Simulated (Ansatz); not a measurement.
Te (P3_121) from a database structure, relaxed with r2SCAN+rVV10. Space group P3_121 (No. 152), trigonal; conventional cell a = 4.471 Å, c = 5.949 Å, 34.33 Å³ an atom. Te has 2 Te at 2.85 Å.

```
Te
1.0
     4.47126    0.00000    0.00000
    -2.23563    3.87222    0.00000
     0.00000    0.00000    5.94875
Te
3
Direct
  0.26419 0.00000 0.33333
  0.00000 0.26419 0.66667
  0.73581 0.73581 0.00000
```

3 runs of Ansatz on this cell differ in the functional (and in the settings that go with it). Levels are in eV from each run's valence top; v1 is the last filled band, c1 the first empty one.

Run A, mean stress +1.2 GPa (compression positive):
```
point     v2     v1    c1    c2
    Γ  -1.68  -0.79  1.11  1.11
    M  -1.12  -0.86  0.99  1.09
    K  -2.92  -2.66  2.95  2.95
    A  -1.07  -1.07  0.61  0.66
```

Run B, mean stress -0.3 GPa (compression positive):
```
point     v2     v1    c1    c2
    Γ  -1.94  -0.98  2.12  2.12
    M  -1.25  -1.00  1.95  2.08
    K  -3.22  -3.03  4.11  4.11
    A  -1.27  -1.27  1.54  1.64
```

Run C, mean stress -2.0 GPa (compression positive):
```
point     v2     v1    c1    c2
    Γ  -1.64  -0.75  0.97  0.97
    M  -1.10  -0.84  0.85  0.95
    K  -2.89  -2.60  2.79  2.79
    A  -1.04  -1.04  0.50  0.50
```

**Question.** Match the runs to LDA, DDH-PBE0, PBE0.

**Answer.** A is DDH-PBE0, B is PBE0, C is LDA. In order of the gap: LDA 0.09, DDH-PBE0 0.24, PBE0 1.14 eV.

The values are computed, spin-unpolarised, and not measurements.

No spin-orbit coupling is included; it can move band edges with weight on the heavy atoms by tenths of an eV.

The program warns that its thresholds are loose for a hybrid's stress.

Gaps or overlaps of about a tenth of an eV are at the limit of these meshes: between the points read a gap can be smaller or closed.

The meshes of the hybrids are coarse, so their gaps aren't converged to the digits shown.
